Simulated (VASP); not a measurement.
This VASP 6.6.1 run on K needs a look.

File INCAR:

```
PREC = Accurate ; ENCUT = 500
EDIFF = 1E-6 ; ISMEAR = -1
SIGMA = 0.05 ; LREAL = F
LASPH = T ; NELM = 73
ALGO = Normal ; ISIF = 2
LWAVE = F ; LCHARG = F
METAGGA = LAK ; LMIXTAU = T
LORBIT = 11 ; ISPIN = 2
NUPDOWN = 60
```

File K.cif:

```cif
data_K
_cell_length_a 4.31043949
_cell_length_b 4.31043949
_cell_length_c 4.31043949
_cell_angle_alpha 90.00000000
_cell_angle_beta 90.00000000
_cell_angle_gamma 90.00000000
_space_group_name_H-M_alt 'Pm-3m'
_space_group_name_Hall '-P 4 2 3'
_space_group_IT_number 221
loop_
_space_group_symop_operation_xyz
'x,y,z'
'-x,-y,-z'
'-y,x,z'
'y,-x,-z'
'-x,-y,z'
'x,y,-z'
'y,-x,z'
'-y,x,-z'
'x,-y,-z'
'-x,y,z'
'-y,-x,-z'
'y,x,z'
'-x,y,-z'
'x,-y,z'
'y,x,-z'
'-y,-x,z'
'z,x,y'
'-z,-x,-y'
'z,-y,x'
'-z,y,-x'
'z,-x,-y'
'-z,x,y'
'z,y,-x'
'-z,-y,x'
'-z,x,-y'
'z,-x,y'
'-z,-y,-x'
'z,y,x'
'-z,-x,y'
'z,x,-y'
'-z,y,x'
'z,-y,-x'
'y,z,x'
'-y,-z,-x'
'x,z,-y'
'-x,-z,y'
'-y,z,-x'
'y,-z,x'
'-x,z,y'
'x,-z,-y'
'-y,-z,x'
'y,z,-x'
'-x,-z,-y'
'x,z,y'
'y,-z,-x'
'-y,z,x'
'x,-z,y'
'-x,z,-y'
loop_
_atom_site_label
_atom_site_type_symbol
_atom_site_symmetry_multiplicity
_atom_site_Wyckoff_symbol
_atom_site_fract_x
_atom_site_fract_y
_atom_site_fract_z
_atom_site_occupancy
K1 K 1 a 0.0000000000 0.0000000000 0.0000000000 1
```

Contents of KPOINTS:

```
regular mesh
0
Gamma
  6 6 6
```

POSCAR

```
K 
 1.0000000000000000
     4.3104394900000003    0.0000000000000000    0.0000000000000000
     0.0000000000000000    4.3104394900000003    0.0000000000000000
     0.0000000000000000    0.0000000000000000    4.3104394900000003
 K  
   1
Cartesian
  0.0000000000000000  0.0000000000000000  0.0000000000000000
```

Potentials or basis: VASP PAW PBE potentials, release 54 (K_pv).

Launch:

```bash
$ ase convert -i cif -o vasp K.cif POSCAR
$ cat potpaw_PBE.54/K_pv/POTCAR > POTCAR
$ mpirun -np 1 vasp_std > vasp.out
```

OUTCAR:

```text
PREC = Accurate
   ENCUT = 500
   EDIFF = 1E-6
   ISMEAR = -1
   LREAL = F
   LASPH = T
   NELM = 73
   ISIF = 2
   METAGGA = LAK
   LORBIT = 11
   ISPIN = 2
   NUPDOWN = 60

 ion  position               nearest neighbor table
   1  0.000  0.000  0.000-

  LATTYP: Found a simple cubic cell.
 ALAT       =     4.3104394900

  Lattice vectors:

 A1 = (   4.3104394900,   0.0000000000,   0.0000000000)
 A2 = (   0.0000000000,   4.3104394900,   0.0000000000)
 A3 = (   0.0000000000,   0.0000000000,   4.3104394900)

Analysis of symmetry for initial positions (statically):
=====================================================================
 Subroutine PRICEL returns:
 Original cell was already a primitive cell.
[... 125 lines left out ...]
   LSORBIT =      F    spin-orbit coupling
   LASPH  =      T    aspherical Exc in radial PAW
   ENCUT  =  500.0 eV  36.75 Ry    6.06 a.u.   7.86  7.86  7.86*2*pi/ulx,y,z
   NELM   =     73;   NELMIN=  2; NELMDL= -5     # of ELM steps
   EDIFF  = 0.1E-05   stopping-criterion for ELM
   LREAL  =      F    real-space projection
   EDIFFG = 0.1E-04   stopping-criterion for IOM
   NSW    =      0    number of steps for IOM
   IBRION =     -1    ionic relax: 0-MD 1-quasi-New 2-CG
   NFREE  =      0    steps in history (QN), initial steepest desc. (CG)
   ISIF   =      2    stress and relaxation
   ISYM   =      2    0-nonsym 1-usesym 2-fastsym
   POTIM  = 0.5000    time-step for ionic-motion
   TEBEG  =    0.0;   TEEND  =   0.0 temperature during run
   PSTRESS=    0.0 pullay stress
   NELECT =       7.0000    total number of electrons
   NUPDOWN=      60.0000    fix difference up-down
   EMIN   =  10.00;   EMAX   =-10.00  energy-range for DOS
   EFERMI =   0.00;   METHOD = LEGACY
   ISMEAR =    -1;   SIGMA  =   0.05  broadening in eV -4-tet -1-fermi 0-gaus
   EFERMI_NEDOS =   21; number of points for ismear=-14 and -15
   IALGO  =     38    algorithm
   IMIX   =      4    mixing-type and parameters
     AMIX     =   0.40;   BMIX     =  1.00
     AMIX_MAG =   1.60;   BMIX_MAG =  1.00
  volume/ion in A,a.u.               =      80.09       540.46
  Fermi-wavevector in a.u.,A,eV,Ry     =   0.726528  1.372940  7.181748  0.527844
  Thomas-Fermi vector in A             =   1.817524
   LORBIT       =     11    0 simple, 1 ext, 2 COOP (PROOUT), +10 PAW based schemes
   METAGGA = LAK    functional components
   LHFCALC =     F    Hartree Fock is set to
   AEXX    =    0.0000 exact exchange contribution
   IVDW    =     0    specifies the selected vdW correction
   LEPSILON=     F    determine dielectric tensor
   LRPA    =     F    only Hartree local field effects (RPA)
 spin polarized calculation
  energy-cutoff  :      500.00
  volume of cell :       80.09
 maximum number of plane-waves:      2054
 NGX is ok and might be reduce to    32
   NGX = 15   NGY = 15   NGZ = 15
```

On the terminal:

```text
POSCAR found type information on POSCAR K
 POSCAR found :  1 types and       1 ions
[... 32 lines left out ...]
 FFT: planning ... GRID
 WAVECAR not read
 entering main loop
```

Task: What happened, and what is wrong with the input?

Result: The calculation hadn't finished when its time ran out. The input holds a flaw that was put in on purpose: moment fixed beyond the electrons at hand (ISPIN = 2; NUPDOWN = 60).
